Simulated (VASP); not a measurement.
# As (Pm-3m) in VASP: a series of runs, part 2 of 2

VASP 6.6.1.

## (5) Single point, PBE (As replaced by P, lengths x 0.939, strained and moved within the space group)

INCAR

```
PREC = Accurate ; ENCUT = 520
EDIFF = 1E-6 ; ISMEAR = 0
SIGMA = 0.1 ; LREAL = F
LASPH = T ; NELM = 100
ALGO = Fast ; ISIF = 2
LWAVE = F ; LCHARG = T
GGA = PE ; LELF = T
LVHAR = T ; NBANDS = 8
```

KPOINTS

```
Automatic mesh
0
Gamma
  8 8 8
```

POSCAR

```
P
1.0
    2.5904423741      0.0000000000      0.0000000000
    0.0000000000      2.5904423741      0.0000000000
    0.0000000000      0.0000000000      2.5904423741
P
1
Direct
    0.5000000000      0.5000000000      0.5000000000
```

Potentials or basis: VASP PAW PBE potentials, release 64 (P).

Launch:

```bash
$ cat potpaw_PBE.64/P/POTCAR > POTCAR
$ mpirun -np 1 vasp_std > vasp.out
```

OUTCAR:

```text
PREC = Accurate
   ENCUT = 520
   EDIFF = 1E-6
   ISMEAR = 0
   LREAL = F
   LASPH = T
   NELM = 100
   ISIF = 2
   GGA = PE

 ion  position               nearest neighbor table
   1  0.500  0.500  0.500-

  LATTYP: Found a simple cubic cell.
 ALAT       =     2.5904423741

  Lattice vectors:

 A1 = (   2.5904423741,   0.0000000000,   0.0000000000)
 A2 = (   0.0000000000,   2.5904423741,   0.0000000000)
 A3 = (   0.0000000000,   0.0000000000,   2.5904423741)

[... 444 lines left out ...]
      8      24.1373      0.00000

 [... further k-points ...]

------------------------ aborting loop because EDIFF is reached ----------------------------------------

  FORCE on cell =-STRESS in cart. coord.  units (eV):
  Direction    XX          YY          ZZ          XY          YZ          ZX
  --------------------------------------------------------------------------------------
  -------------------------------------------------------------------------------------
  Total       -1.3890616     -1.3890616     -1.3890616      0.0000000     -0.0000000      0.0000000
  in kB     -128.0295694   -128.0295694   -128.0295694      0.0000000     -0.0000000      0.0000000
  external PRESSURE =    -128.0295694 kB  Pullay stress =       0.0000000 kB

 VOLUME and BASIS-vectors are now :
 -----------------------------------------------------------------------------
  energy-cutoff  :      520.00
  volume of cell :       17.38
      direct lattice vectors                 reciprocal lattice vectors
     2.590442374  0.000000000  0.000000000     0.386034451  0.000000000  0.000000000
     0.000000000  2.590442374  0.000000000     0.000000000  0.386034451  0.000000000
     0.000000000  0.000000000  2.590442374     0.000000000  0.000000000  0.386034451

 POSITION                                       TOTAL-FORCE (eV/Angst)
 -----------------------------------------------------------------------------------
      1.29522      1.29522      1.29522         0.000000      0.000000      0.000000
 -----------------------------------------------------------------------------------
    total drift:                                0.000000     -0.000000     -0.000000

  FREE ENERGIE OF THE ION-ELECTRON SYSTEM (eV)
  ---------------------------------------------------
  free  energy   TOTEN  =        -5.1039673418 eV

  energy  without entropy=       -5.0972901892  energy(sigma->0) =       -5.10062877
```

OSZICAR:

```text
N       E                     dE             d eps       ncg     rms          rms(c)
DAV:   1     0.549726946130E+01    0.54973E+01   -0.21485E+03   560   0.457E+02
DAV:   2    -0.498094459076E+01   -0.10478E+02   -0.98069E+01   760   0.571E+01
DAV:   3    -0.509856565555E+01   -0.11762E+00   -0.11733E+00   648   0.792E+00
DAV:   4    -0.509881073361E+01   -0.24508E-03   -0.24507E-03   856   0.408E-01
DAV:   5    -0.509881094029E+01   -0.20668E-06   -0.20657E-06   672   0.680E-03    0.341E+00
RMM:   6    -0.510168249353E+01   -0.28716E-02   -0.10844E-03   560   0.255E-01    0.200E+00
RMM:   7    -0.510388330717E+01   -0.22008E-02   -0.28211E-03   631   0.418E-01    0.110E-01
RMM:   8    -0.510396352470E+01   -0.80218E-04   -0.24047E-04   606   0.135E-01    0.127E-02
RMM:   9    -0.510396687282E+01   -0.33481E-05   -0.26028E-05   633   0.454E-02    0.152E-02
RMM:  10    -0.510396734181E+01   -0.46900E-06   -0.31087E-06   564   0.157E-02
   1 F= -.51039673E+01 E0= -.51006288E+01  d E =-.667715E-02
```

Run time: 6 s. Hardware: 1 thread of AMD EPYC 7R43 (Zen 3), shared host; peak memory 0.07 GiB.

Results:

* Free energy: -5.1040 eV
* Pressure: -12.8 GPa
* Band gap on the k mesh: none (metal or under the smearing width)

## (6) Single point, PBE (strained and moved within the space group)

INCAR

```
SYSTEM = As
PREC = Accurate ; ENCUT = 520
EDIFF = 1E-6 ; ISMEAR = 0
SIGMA = 0.1 ; LREAL = .False.
LASPH = .True. ; NELM = 100
ALGO = Fast ; ISIF = 2
LWAVE = .False. ; LCHARG = .False.
GGA = PE ; NBANDS = 8
```

KPOINTS

```
Automatic mesh
0
Gamma
  16 16 16
  0 0 0
```

POSCAR

```
As
1.0
    2.7211745653      0.0000000000      0.0000000000
    0.0000000000      2.7211745653      0.0000000000
    0.0000000000      0.0000000000      2.7211745653
As
1
Direct
    0.5000000000      0.5000000000      0.5000000000
```

Potentials or basis: VASP PAW PBE potentials, release 64 (As).

Launch:

```bash
$ cat potpaw_PBE.64/As/POTCAR > POTCAR
$ mpirun -np 1 vasp_std > vasp.out
```

It took 5.9 s on 1 thread of Intel Xeon 6975P-C (Granite Rapids), shared host; peak memory 0.14 GiB.

It converged, with:

```
Free energy            : -4.5587 eV
Pressure               : 0.8 GPa
Band gap on the k mesh : none (metal or under the smearing width)
```

Levels at points of the mesh, in eV from the Fermi level:
| k point | band 1 | band 2 | band 3 | band 4 | band 5 | band 6 |
| --- | --- | --- | --- | --- | --- | --- |
| (0.00, 0.00, 0.00) | -14.83 | 4.06 | 4.06 | 4.06 | 8.46 | 8.46 |
| (0.50, 0.00, 0.00) | -11.77 | -6.80 | 6.29 | 6.29 | 11.09 | 13.99 |
| (0.50, 0.50, 0.00) | -8.59 | -4.19 | -4.19 | 2.58 | 8.38 | 16.22 |
| (0.50, 0.50, 0.50) | -5.09 | -1.81 | -1.81 | -1.81 | 5.95 | 5.95 |

## (7) Overview

```csv
potentials or basis,cell,k mesh,mesh quality,gap on the mesh (eV),pressure (GPa)
"VASP PAW PBE potentials, release 64 (As)",strained and moved within the space group,16 × 16 × 16,not flagged,none,0.8
"VASP PAW PBE potentials, release 64 (P)","As replaced by P, lengths x 0.939, strained and moved within the space group",6 × 6 × 6,coarse,none,-15.7
"VASP PAW PBE potentials, release 64 (P)","As replaced by P, lengths x 0.939, strained and moved within the space group",8 × 8 × 8,not flagged,none,-12.8
```

Alike in all rows: task single point; level PBE; no spin polarisation; cutoff (eV) 520; smearing gaussian 0.1 eV.

Caveats: some runs use coarse meshes; so large a pressure means that the cell lies far from this level's equilibrium, or that cutoff or potentials fall short (some runs).

Absolute energies hang on the potentials; compare differences alone.
